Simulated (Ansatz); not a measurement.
An Ansatz input and the part of its output that reports the observables at the nuclei.

The cell is a COD entry, ions relaxed with PBE at fixed cell.

```yaml
crystal:
  lattice:
    - [4.5318, 0.0, 0.0]
    - [0.0, 5.5019, 0.0]
    - [0.0, 0.0, 4.9063]
  atoms:
    - { symbol: Ti, position: [0.0, 0.17584131, 0.25] }
    - { symbol: Ti, position: [0.5, 0.32415869, 0.75] }
    - { symbol: Ti, position: [0.0, 0.82415869, 0.75] }
    - { symbol: Ti, position: [0.5, 0.67584131, 0.25] }
    - { symbol: O, position: [0.2701522159, 0.3823927898, 0.419510187] }
    - { symbol: O, position: [0.2298477841, 0.1176072102, 0.919510187] }
    - { symbol: O, position: [0.7701522159, 0.1176072102, 0.580489813] }
    - { symbol: O, position: [0.7298477841, 0.3823927898, 0.080489813] }
    - { symbol: O, position: [0.7298477841, 0.6176072102, 0.580489813] }
    - { symbol: O, position: [0.7701522159, 0.8823927898, 0.080489813] }
    - { symbol: O, position: [0.2298477841, 0.8823927898, 0.419510187] }
    - { symbol: O, position: [0.2701522159, 0.6176072102, 0.919510187] }
kpoints:
  mp_grid: { grid: [5, 4, 4] }
scf:
  occupations: { method: fermi_dirac, width: 0.02 }
hamiltonian:
  xc: pbe
  pseudopotentials: { kind: paw, frozen_core: stored }
output:
  forces: true
  stress: true
  populations: true
  efg:
    quadrupole_moments_barn: { Ti: 0.247, O: -0.02558 }
    contact_densities: true
  write_density: true
  write_potential: true
  elf: true
  volumetric_format: npy
```

```sh
ansatz run input.yaml --threads 1 --pin off --max-ram 2560MiB --backend cpu --events-out ev --progress --plain --runs-dir out
```

Of the output, the block on the nuclei alone is shown; the set-up, the SCF iterations, energies, forces and stress are cut. One atom of each set with nearly equal values is shown.

```
--- PAW observables at the nuclei: V_zz in 10²¹ V/m², potentials from the cell's mean, atoms counted from 1 ---
  atom   1  Ti V_zz =    +2.879142   η = 0.5130   by run symmetry: allowed   C_q = +17.1955 MHz
            electrostatic potential = -2527.549585 V   contact ρ = 56792.314296 e/Å³
  atom   5  O  V_zz =    -2.804405   η = 0.5339   by run symmetry: allowed   C_q = +1.7346 MHz
            electrostatic potential = -625.145424 V   contact ρ = 2157.545190 e/Å³
```

At this cell the PBE pressure is 6 GPa, so with PBE the cell would grow if it were relaxed.
